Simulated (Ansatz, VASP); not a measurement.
MgS in VASP and in Ansatz

```
Mg S
1.0
     0.00000    2.83312    2.83312
     2.83312    0.00000    2.83312
     2.83312    2.83312    0.00000
Mg S
1 1
Direct
  0.00000 0.00000 0.00000
  0.74553 0.74600 0.71728
```

Change from the starting cell: one atom moved.

Alike in both runs: task single point; functional PBE; k mesh 8 × 8 × 8; occupations gaussian, width 0.02 eV; no spin polarisation.

|  | VASP | Ansatz |
| --- | --- | --- |
| version | VASP 6.6.1 | Ansatz 0.2.0 |
| potentials or method | VASP PAW PBE potentials, release 64 (Mg, S) | scalar-relativistic, plane waves, PAW |
| plane-wave cutoff (eV) | 520 | 420 |
| valence electrons in the cell | 8 | 16 |

```tsv
	VASP	Ansatz	Ansatz less VASP
gap on the k mesh at the Fermi level (eV)	3.24	3.25	+0.007
least direct gap on the mesh (eV)	3.24	3.25	+0.007
pressure (GPa)	1.3	1.4	+0.15
largest component of the traceless stress (GPa)	2.18	2.18	+0.002
rms of the force components (eV/Å)	0.451	0.451	-0.0007
```

Atom by atom the forces differ by 0.001 eV/Å (rms over components). The functional is the same, so the differences come from potentials, cutoffs and numerics. The two sets of potentials don't hold the same shells in valence.

A k mesh can miss the band edges.
